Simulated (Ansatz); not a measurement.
# C: the cost of one run

Program: Ansatz 0.2.0. Level of theory: DFT PBE+D3(BJ), scalar-relativistic, plane waves, PAW. These are calculated values, not measurements.

2 further runs of the same task are left out: 1 that didn't finish, 1 set aside as unsound or not needed.

**1. The starting structure**

It takes space group Fmmm (No. 69, orthorhombic). The conventional cell has a = 2.466 Å, b = 4.268 Å, c = 6.799 Å, α = 90.00°, β = 90.00°, γ = 90.00°. C (site symmetry m2m) has 3 C at 1.42 Å as nearest neighbours.

As a file:

```xyz
4
Lattice="1.2328 -2.1341 0.0000 1.2328 2.1341 0.0000 0.0000 0.0000 6.7990" Properties=species:S:1:pos:R:3 pbc="T T T"
C     1.2328    1.7786    5.0992
C     1.2328   -0.3556    1.6998
C     1.2328   -1.7786    1.6998
C     1.2328    0.3556    5.0992
```

It goes back to an entry of the Materials Project, which need not be the stable form.

It is the result of an earlier relaxation at this level (volume 8.94 Å³/atom; gap on the mesh: none (metal)).

**2. Zero of energy**

Reference values: F = -1004.3352 eV; pressure -0.01 GPa; largest force 0.006 eV/Å; gap on the mesh none (metal). It was computed beforehand with the settings of the runs below.

**3. Setting up a strain scan**

The cell is strained by ε times the Voigt pattern (0, 1, 0, 0, 0, 0) (xx, yy, zz, yz, xz, xy; engineering shear), with fractional coordinates fixed (clamped ions). The stress on the pattern is the sum of the stress components weighted by it, tension positive.

**4. ε = -0.0600**

Input file input.yaml:

```yaml
crystal:
  lattice:
    - [1.2327689981, -2.0060973496, 0.0]
    - [1.2327689981, 2.0060973496, 0.0]
    - [0.0, 0.0, 6.7989836842]
  atoms:
    - { symbol: C, position: [0.0833101797, 0.9166898203, 0.75] }
    - { symbol: C, position: [0.5833101797, 0.4166898203, 0.25] }
    - { symbol: C, position: [0.9166898203, 0.0833101797, 0.25] }
    - { symbol: C, position: [0.4166898203, 0.5833101797, 0.75] }
basis:
  ecutwfc: 420
kpoints:
  mp_grid: { grid: [22, 22, 8] }
hamiltonian:
  xc: pbe
  dispersion: d3bj
scf:
  occupations: { method: gaussian, width: 0.15 }
output:
  forces: true
  stress: true
  eigenvalues: true
```

Command:

```
ansatz run input.yaml --threads 1 --pin off --max-ram 2560MiB --backend cpu --events-out ev --progress --plain --runs-dir out
```

What time and memory should one allow on 1 thread of AMD EPYC 9R45 (Zen 5), shared host?

About 5.5 s, with a peak of 0.53 GiB.
